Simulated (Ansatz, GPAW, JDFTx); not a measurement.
## One calculation of Te, 3 ways

```
Te
1.0
     4.45400    0.00000    0.00000
    -2.22700    3.85728    0.00000
     0.00000    0.00000    5.92400
Te
3
Direct
  0.73100 0.73100 0.00000
  0.00000 0.26900 0.66667
  0.26900 0.00000 0.33333
```

Alike in all runs: task single point; functional LDA; k mesh 7 × 7 × 5; occupations gaussian, width 0.02 eV; no spin polarisation; no spin-orbit coupling. LDA stands for any of its common fits. Pressure is positive in compression and, in plane waves, holds the error of the finite cutoff, which Ansatz's Pulay term estimates and takes out.

```tsv
program and potentials	plane-wave cutoff (eV)	notes	pressure (GPa)	largest force (eV/Å)
Ansatz, Ansatz PAW	420	potentials made for PBE, which Ansatz adapts in part; 16 valence electrons an atom on average; Pulay term of +0.04 GPa included	-1.95	0.055
GPAW, the program's PAW data sets (release 1.2.1) made for this functional	600	6 valence electrons an atom on average	-2.36	0.015
JDFTx, PseudoDojo-SR-LDA-0.4.1-standard with smoothed tails	1088	16 valence electrons an atom on average	-1.84	0.100
```

Force on atom 1 (Te), eV/Å:

| program and potentials | x | y | z |
| --- | --- | --- | --- |
| Ansatz, Ansatz PAW | -0.027 | -0.048 | 0.000 |
| JDFTx, PseudoDojo-SR-LDA-0.4.1-standard with smoothed tails | -0.050 | -0.087 | 0.000 |

The pressure spans -2.36 (GPAW, the program's PAW data sets (release 1.2.1) made for this functional) to -1.84 GPa (JDFTx, PseudoDojo-SR-LDA-0.4.1-standard with smoothed tails).

Differences between rows come from potentials, basis sets and numerical settings, since the functional is the same but for its coding. Runs on potential files found faulty are left out.
